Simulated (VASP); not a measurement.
# GaP (F-43m) in VASP: further runs, part 2 of 2

VASP 6.6.1. The steps go on from the part before.

## 3. Relaxation of the atoms, LDA (a relaxed cell with its volume scaled by 0.94)

The input, INCAR:

```
SYSTEM = GaP
ALGO     = Normal         ! electronic algorithm
EDIFF    = 1E-7           ! SCF threshold, eV
EDIFFG   = -0.01          ! ionic threshold
ENCUT    = 600            ! plane-wave cutoff, eV
GGA      = CA             ! functional
IBRION   = 2              ! ionic algorithm
ISIF     = 2              ! what is computed and relaxed
ISMEAR   = 0              ! smearing method
LASPH    = .True.         ! aspherical terms in the spheres
LCHARG   = .False.        ! write CHGCAR
LREAL    = .False.        ! projectors in reciprocal space
LWAVE    = .False.        ! write WAVECAR
NELM     = 80             ! most SCF steps
NSW      = 40             ! ionic steps
PREC     = Accurate       ! precision mode
SIGMA    = 0.03           ! smearing width, eV
```

The input, KPOINTS:

```
k-points
0
Gamma
  8 8 8
  0 0 0
```

The input, POSCAR:

```
GaP                                     
1.0
    0.0000000000      2.6416357727      2.6416357727
    2.6416357727      0.0000000000      2.6416357727
    2.6416357727      2.6416357727      0.0000000000
  Ga              P             
     1     1
Direct
     0.0000000000000000    0.0000000000000000    0.0000000000000000
     0.2500000000000000    0.2500000000000000    0.2500000000000000
```

Potentials or basis: VASP PAW LDA potentials, release 64 (Ga_d, P).

The run is started by

```
$ cat potpaw_LDA.64/Ga_d/POTCAR potpaw_LDA.64/P/POTCAR > POTCAR
$ mpirun -np 1 vasp_std > vasp.out
```

OUTCAR:

```text
SYSTEM = GaP
   EDIFF = 1E-7
   EDIFFG = -0.01
   ENCUT = 600
   GGA = CA
   IBRION = 2
   ISIF = 2
   ISMEAR = 0
   LASPH = .True.
   LREAL = .False.
   NELM = 80
   NSW = 40
   PREC = Accurate

 ion  position               nearest neighbor table
   1  0.000  0.000  0.000-   2 2.29   2 2.29   2 2.29   2 2.29
   2  0.250  0.250  0.250-   1 2.29   1 2.29   1 2.29   1 2.29

  LATTYP: Found a face centered cubic cell.
 ALAT       =     5.2832715454

  Lattice vectors:

 A1 = (   0.0000000000,   2.6416357727,   2.6416357727)
 A2 = (   2.6416357727,   0.0000000000,   2.6416357727)
 A3 = (   2.6416357727,   2.6416357727,   0.0000000000)

Analysis of symmetry for initial positions (statically):
=====================================================================
 Subroutine PRICEL returns:
 Original cell was already a primitive cell.

 Routine SETGRP: Setting up the symmetry group for a
 face centered cubic supercell.

 Subroutine GETGRP returns: Found 24 space group operations
 (whereof 24 operations were pure point group operations)
 out of a pool of 48 trial point group operations.

[... 171 lines left out ...]

 k-point     1 :       0.0000    0.0000    0.0000
  band No.  band energies     occupation
      1      -9.3841      2.00000
      2      -9.3841      2.00000
      3      -9.3841      2.00000
      4      -9.2544      2.00000
      5      -9.2544      2.00000
      6      -7.7338      2.00000
      7       5.5191      2.00000
      8       5.5191      2.00000
      9       5.5191      2.00000
     10       7.9440      0.00000
     11       9.2749      0.00000
     12       9.2749      0.00000
     13       9.2749      0.00000
[... 354 lines left out ...]
  band No.  band energies     occupation
      1      -9.4986      2.00000
      2      -9.3441      2.00000
      3      -9.3272      2.00000
      4      -9.2625      2.00000
      5      -9.2448      2.00000
      6      -4.8596      2.00000
      7      -1.4582      2.00000
      8       1.9256      2.00000
      9       3.2899      2.00000
     10       9.1178      0.00000
     11       9.6277      0.00000
     12      12.1618      0.00000
     13      13.5989      0.00000

 [... further k-points ...]
[... 5 lines left out ...]
  --------------------------------------------------------------------------------------
  -------------------------------------------------------------------------------------
  Total        1.4693775      1.4693775      1.4693775      0.0000000     -0.0000000      0.0000000
  in kB       63.8550356     63.8550356     63.8550356      0.0000000     -0.0000000      0.0000000
  external PRESSURE =      63.8550356 kB  Pullay stress =       0.0000000 kB

 VOLUME and BASIS-vectors are now :
 -----------------------------------------------------------------------------
  energy-cutoff  :      600.00
  volume of cell :       36.87
      direct lattice vectors                 reciprocal lattice vectors
     0.000000000  2.641635773  2.641635773    -0.189276662  0.189276662  0.189276662
     2.641635773  0.000000000  2.641635773     0.189276662 -0.189276662  0.189276662
     2.641635773  2.641635773  0.000000000     0.189276662  0.189276662 -0.189276662

 POSITION                                       TOTAL-FORCE (eV/Angst)
 -----------------------------------------------------------------------------------
      0.00000      0.00000      0.00000        -0.000000     -0.000000     -0.000000
      1.32082      1.32082      1.32082         0.000000      0.000000      0.000000
 -----------------------------------------------------------------------------------
    total drift:                               -0.000001     -0.000001     -0.000001

  FREE ENERGIE OF THE ION-ELECTRON SYSTEM (eV)
  ---------------------------------------------------
  free  energy   TOTEN  =       -10.4061455742 eV

  energy  without entropy=      -10.4061455742  energy(sigma->0) =      -10.40614557

 reached required accuracy - stopping structural energy minimisation
```

OSZICAR:

```text
N       E                     dE             d eps       ncg     rms          rms(c)
DAV:   1     0.871669307557E+02    0.87167E+02   -0.10131E+04   762   0.227E+03
DAV:   2    -0.379435298268E+01   -0.90961E+02   -0.86877E+02   834   0.359E+02
DAV:   3    -0.106465226339E+02   -0.68522E+01   -0.67008E+01   949   0.797E+01
DAV:   4    -0.107683002221E+02   -0.12178E+00   -0.12169E+00   862   0.114E+01
DAV:   5    -0.107715814826E+02   -0.32813E-02   -0.32810E-02   978   0.170E+00    0.484E+00
DAV:   6    -0.104689131386E+02    0.30267E+00   -0.47197E-01  1188   0.142E+01    0.313E+00
DAV:   7    -0.104106529823E+02    0.58260E-01   -0.13094E-01   961   0.293E+00    0.113E+00
DAV:   8    -0.104061972716E+02    0.44557E-02   -0.14569E-02   895   0.168E+00    0.252E-01
DAV:   9    -0.104061488364E+02    0.48435E-04   -0.11287E-03  1094   0.514E-01    0.549E-02
DAV:  10    -0.104061401865E+02    0.86499E-05   -0.67660E-05  1113   0.117E-01    0.190E-02
DAV:  11    -0.104061458538E+02   -0.56673E-05   -0.97138E-06   978   0.524E-02    0.649E-03
DAV:  12    -0.104061455698E+02    0.28404E-06   -0.96912E-07  1024   0.158E-02    0.396E-03
DAV:  13    -0.104061455742E+02   -0.43901E-08   -0.11247E-07   601   0.349E-03
   1 F= -.10406146E+02 E0= -.10406146E+02  d E =-.104061E+02
```

Wall time 8.7 s (1 thread of AMD EPYC 9R45 (Zen 5), shared host); peak memory 0.12 GiB.

Results:

```yaml
Free_energy: -10.4061 eV
Pressure_after_relaxing: 6.4 GPa
Band_gap_on_the_k_mesh: 1.30 eV, indirect (least direct gap 2.42 eV)
```

Final structure:
```
Ga P
1.0
     0.00000    2.64164    2.64164
     2.64164    0.00000    2.64164
     2.64164    2.64164    0.00000
Ga P
1 1
Cartesian
  0.0000 0.0000 0.0000
  1.3208 1.3208 1.3208
```

Levels at points of the mesh, in eV from the valence-band top:
| k point | band 7 | band 8 | band 9 | band 10 | band 11 | band 12 |
| --- | --- | --- | --- | --- | --- | --- |
| (0.00, 0.00, 0.00) | 0.00 | 0.00 | 0.00 | 2.42 | 3.76 | 3.76 |
| (0.50, 0.00, 0.00) | -7.28 | -1.27 | -1.27 | 1.81 | 4.60 | 4.60 |
| (0.50, 0.50, 0.00) | -7.30 | -3.05 | -3.05 | 1.30 | 1.57 | 11.16 |

Caveat: the relaxation stopped at its first step, so nothing moved.

## 4. Relaxation of the atoms, LDA (a relaxed cell with its volume scaled by 0.96)

INCAR is that of step 3.

KPOINTS is that of step 3.

The input, POSCAR:

```
GaP                                     
1.0
    0.0000000000      2.6602394545      2.6602394545
    2.6602394545      0.0000000000      2.6602394545
    2.6602394545      2.6602394545      0.0000000000
  Ga              P             
     1     1
Direct
     0.0000000000000000    0.0000000000000000    0.0000000000000000
     0.2500000000000000    0.2500000000000000    0.2500000000000000
```

The run is started by

```
$ cat potpaw_LDA.64/Ga_d/POTCAR potpaw_LDA.64/P/POTCAR > POTCAR
$ mpirun -np 1 vasp_std > vasp.out
```

Wall time 8.8 s (1 thread of AMD EPYC 9R45 (Zen 5), shared host); peak memory 0.12 GiB.

It converged, with:

* Free energy: -10.4316 eV
* Pressure after relaxing: 4.0 GPa
* Band gap on the k mesh: 1.34 eV, indirect (least direct gap 2.25 eV)

Final structure:
```
Ga P
1.0
     0.00000    2.66024    2.66024
     2.66024    0.00000    2.66024
     2.66024    2.66024    0.00000
Ga P
1 1
Direct
  0.00000 0.00000 0.00000
  0.25000 0.25000 0.25000
```

Levels at points of the mesh, in eV from the valence-band top:
```tsv
k point	band 6	band 7	band 8	band 9	band 10	band 11	band 12	band 13
(0.00, 0.00, 0.00)	-13.08	0.00	0.00	0.00	2.25	3.77	3.77	3.77
(0.50, 0.00, 0.00)	-10.75	-7.14	-1.24	-1.24	1.74	4.61	4.61	8.17
(0.50, 0.50, 0.00)	-9.73	-7.19	-2.97	-2.97	1.34	1.60	11.00	11.00
```

Caveat: the relaxation stopped at its first step, so nothing moved.

## 5. Relaxation of the atoms, LDA (a relaxed cell with its volume scaled by 0.98)

INCAR is that of step 4.

KPOINTS is that of step 4.

The input, POSCAR:

```
GaP                                     
1.0
    0.0000000000      2.6785865133      2.6785865133
    2.6785865133      0.0000000000      2.6785865133
    2.6785865133      2.6785865133      0.0000000000
  Ga              P             
     1     1
Direct
     0.0000000000000000    0.0000000000000000    0.0000000000000000
     0.2500000000000000    0.2500000000000000    0.2500000000000000
```

The run is started by

```
$ cat potpaw_LDA.64/Ga_d/POTCAR potpaw_LDA.64/P/POTCAR > POTCAR
$ mpirun -np 1 vasp_std > vasp.out
```

Run time: 8.7 s. Hardware: 1 thread of AMD EPYC 9R45 (Zen 5), shared host; peak memory 0.12 GiB.

It converged, with:

```yaml
Free_energy: -10.4462 eV
Pressure_after_relaxing: 1.9 GPa
Band_gap_on_the_k_mesh: 1.39 eV, indirect (least direct gap 2.07 eV)
```

Final structure:
```
Ga P
1.0
     0.00000    2.67859    2.67859
     2.67859    0.00000    2.67859
     2.67859    2.67859    0.00000
Ga P
1 1
Direct
  0.00000 0.00000 0.00000
  0.25000 0.25000 0.25000
```

Levels at points of the mesh, in eV from the valence-band top:
| k point | band 5 | band 6 | band 7 | band 8 | band 9 | band 10 | band 11 | band 12 | band 13 |
| --- | --- | --- | --- | --- | --- | --- | --- | --- | --- |
| (0.00, 0.00, 0.00) | -14.69 | -12.91 | 0.00 | 0.00 | 0.00 | 2.07 | 3.78 | 3.78 | 3.78 |
| (0.50, 0.00, 0.00) | -14.68 | -10.65 | -7.01 | -1.21 | -1.21 | 1.68 | 4.62 | 4.62 | 8.14 |
| (0.50, 0.50, 0.00) | -14.67 | -9.66 | -7.09 | -2.89 | -2.89 | 1.39 | 1.63 | 10.85 | 10.85 |

Caveat: the relaxation stopped at its first step, so nothing moved. A k mesh can miss the band edges.

## 6. Relaxation of the atoms, LDA

INCAR is that of step 5.

KPOINTS is that of step 5.

The input, POSCAR:

```
GaP                                     
1.0
    0.0000000000      2.6966856198      2.6966856198
    2.6966856198      0.0000000000      2.6966856198
    2.6966856198      2.6966856198      0.0000000000
  Ga              P             
     1     1
Direct
     0.0000000000000000    0.0000000000000000    0.0000000000000000
     0.2500000000000000    0.2500000000000000    0.2500000000000000
```

Potentials or basis: VASP PAW LDA potentials, release 64 (Ga_d, P).

The run is started by

```
$ cat potpaw_LDA.64/Ga_d/POTCAR potpaw_LDA.64/P/POTCAR > POTCAR
$ mpirun -np 1 vasp_std > vasp.out
```

OUTCAR:

```text
SYSTEM = GaP
   EDIFF = 1E-7
   EDIFFG = -0.01
   ENCUT = 600
   GGA = CA
   IBRION = 2
   ISIF = 2
   ISMEAR = 0
   LASPH = .True.
   LREAL = .False.
   NELM = 80
   NSW = 40
   PREC = Accurate

 ion  position               nearest neighbor table
   1  0.000  0.000  0.000-   2 2.34   2 2.34   2 2.34   2 2.34
   2  0.250  0.250  0.250-   1 2.34   1 2.34   1 2.34   1 2.34

  LATTYP: Found a face centered cubic cell.
 ALAT       =     5.3933712396

  Lattice vectors:

[... 563 lines left out ...]
      7      -1.8127      2.00000
      8       1.4770      2.00000
      9       2.7890      2.00000
     10       8.2706      0.00000
     11       8.9884      0.00000
     12      11.2969      0.00000
     13      12.7350      0.00000

 [... further k-points ...]
[... 5 lines left out ...]
  --------------------------------------------------------------------------------------
  -------------------------------------------------------------------------------------
  Total       -0.0006833     -0.0006833     -0.0006833      0.0000000      0.0000000     -0.0000000
  in kB       -0.0279122     -0.0279122     -0.0279122      0.0000000      0.0000000     -0.0000000
  external PRESSURE =      -0.0279122 kB  Pullay stress =       0.0000000 kB

 VOLUME and BASIS-vectors are now :
 -----------------------------------------------------------------------------
  energy-cutoff  :      600.00
  volume of cell :       39.22
      direct lattice vectors                 reciprocal lattice vectors
     0.000000000  2.696685620  2.696685620    -0.185412788  0.185412788  0.185412788
     2.696685620  0.000000000  2.696685620     0.185412788 -0.185412788  0.185412788
     2.696685620  2.696685620  0.000000000     0.185412788  0.185412788 -0.185412788

 POSITION                                       TOTAL-FORCE (eV/Angst)
 -----------------------------------------------------------------------------------
      0.00000      0.00000      0.00000         0.000000      0.000000      0.000000
      1.34834      1.34834      1.34834        -0.000000     -0.000000     -0.000000
 -----------------------------------------------------------------------------------
    total drift:                               -0.000000     -0.000000     -0.000000

  FREE ENERGIE OF THE ION-ELECTRON SYSTEM (eV)
  ---------------------------------------------------
  free  energy   TOTEN  =       -10.4508276234 eV

  energy  without entropy=      -10.4508276234  energy(sigma->0) =      -10.45082762

 reached required accuracy - stopping structural energy minimisation
```

OSZICAR:

```text
N       E                     dE             d eps       ncg     rms          rms(c)
DAV:   1     0.847800564342E+02    0.84780E+02   -0.10131E+04   754   0.217E+03
DAV:   2    -0.437572406586E+01   -0.89156E+02   -0.85833E+02   844   0.357E+02
DAV:   3    -0.106611466346E+02   -0.62854E+01   -0.62504E+01   944   0.787E+01
DAV:   4    -0.107819621457E+02   -0.12082E+00   -0.12070E+00   963   0.114E+01
DAV:   5    -0.107847457950E+02   -0.27836E-02   -0.27833E-02   913   0.140E+00    0.447E+00
DAV:   6    -0.105059635920E+02    0.27878E+00   -0.46110E-01  1157   0.131E+01    0.288E+00
DAV:   7    -0.104555281427E+02    0.50435E-01   -0.10966E-01   966   0.257E+00    0.107E+00
DAV:   8    -0.104508540813E+02    0.46741E-02   -0.13041E-02   882   0.155E+00    0.196E-01
DAV:   9    -0.104508231438E+02    0.30937E-04   -0.10617E-03  1132   0.506E-01    0.575E-02
DAV:  10    -0.104508217083E+02    0.14355E-05   -0.53471E-05  1160   0.963E-02    0.211E-02
DAV:  11    -0.104508278145E+02   -0.61062E-05   -0.80148E-06   900   0.490E-02    0.557E-03
DAV:  12    -0.104508276199E+02    0.19460E-06   -0.72397E-07   982   0.130E-02    0.374E-03
DAV:  13    -0.104508276234E+02   -0.34579E-08   -0.11798E-07   540   0.356E-03
   1 F= -.10450828E+02 E0= -.10450828E+02  d E =-.104508E+02
```

Wall time 8.8 s (1 thread of AMD EPYC 9R45 (Zen 5), shared host); peak memory 0.12 GiB.

Results:

```yaml
Free_energy: -10.4508 eV
Pressure_after_relaxing: 0.0 GPa
Band_gap_on_the_k_mesh: 1.43 eV, indirect (least direct gap 1.90 eV)
```

Final structure:
```yaml
crystal:
  lattice:
    - [0.00000, 2.69669, 2.69669]
    - [2.69669, 0.00000, 2.69669]
    - [2.69669, 2.69669, 0.00000]
  atoms:
    - { symbol: Ga, position: [0.00000, 0.00000, 0.00000] }
    - { symbol: P, position: [0.25000, 0.25000, 0.25000] }
```

Levels at points of the mesh, in eV from the valence-band top:
```
           k point  band 7  band 8  band 9  band 10  band 11  band 12
(0.00, 0.00, 0.00)    0.00    0.00    0.00     1.90     3.78     3.78
(0.50, 0.00, 0.00)   -6.89   -1.18   -1.18     1.61     4.62     4.62
(0.50, 0.50, 0.00)   -6.99   -2.82   -2.82     1.43     1.65    10.69
```

Caveat: the relaxation stopped at its first step, so nothing moved.

## 7. Summary

| task | cell | gap on the mesh (eV) | pressure (GPa) |
| --- | --- | --- | --- |
| relaxation of cell and atoms | relaxed | 1.43 | 0.0 |
| relaxation of the atoms | atoms relaxed from: a relaxed cell with its volume scaled by 0.94 | 1.30 | 6.4 |
| relaxation of the atoms | atoms relaxed from: a relaxed cell with its volume scaled by 0.96 | 1.34 | 4.0 |
| relaxation of the atoms | atoms relaxed from: a relaxed cell with its volume scaled by 0.98 | 1.39 | 1.9 |
| relaxation of the atoms | atoms relaxed | 1.43 | 0.0 |

Alike in all rows: level LDA; potentials or basis VASP PAW LDA potentials, release 64 (Ga_d, P); no spin polarisation; k mesh 8 × 8 × 8; cutoff (eV) 600; smearing gaussian 0.03 eV.

Caveats: the relaxation stopped at its first step, so nothing moved.

Total energies depend on the potentials used, so only differences within one code and one set of settings carry meaning.

## 8. How close it comes

Step 6. Measured gap of GaP: 2.34 eV (indirect; 10 K; quoted in “Stacking defects in GaP nanowires: Electronic structure and optical properties”, 2018, arxiv:1810.01194). This calculation gives 1.43 eV (-0.91 eV). Spin-orbit coupling on Ga is left out. The value is that of LDA on a finite k mesh, which can miss the band edges, without temperature or zero-point motion. Semilocal functionals fall short of measured gaps as a rule.
